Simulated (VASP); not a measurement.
Here is a VASP 6.6.1 calculation.

The input INCAR:

```
PREC = Accurate ; ENCUT = 600
EDIFF = 1E-7 ; ISMEAR = -1
SIGMA = 0.05 ; LREAL = F
LASPH = T ; NELM = 80
ALGO = Normal ; ISIF = 3
LWAVE = F ; LCHARG = F
GGA = PE ; IBRION = 2
NSW = 60 ; EDIFFG = -0.02
PSTRESS = 300
```

KPOINTS

```
regular mesh
0
Gamma
  8 8 8
```

File POSCAR:

```
GaSb
1.0
    0.0000000000      3.0590000000      3.0590000000
    3.0590000000      0.0000000000      3.0590000000
    3.0590000000      3.0590000000      0.0000000000
Sb Ga
1 1
Direct
    0.7500000000      0.7500000000      0.7500000000
    0.0000000000      0.0000000000      0.0000000000
```

Potentials or basis: VASP PAW PBE potentials, release 64 (Sb, Ga_d).

Launch:

```console
$ cat potpaw_PBE.64/Sb/POTCAR potpaw_PBE.64/Ga_d/POTCAR > POTCAR
$ mpirun -np 1 vasp_std > vasp.out
```

(1) What does it give for the band gap on the k mesh?

(2) Predict the relaxed volume.

Answers

(1) 0.36 eV, indirect (least direct gap 2.14 eV).

(2) 21.86 Å³/atom.

Caveat: the cell is relaxed towards a set pressure, so the enthalpy falls and the energy may rise; the volume moved by over 15 % at a fixed basis, so the end points are rough; spin-orbit coupling is left out, which moves the levels of the heavy elements.
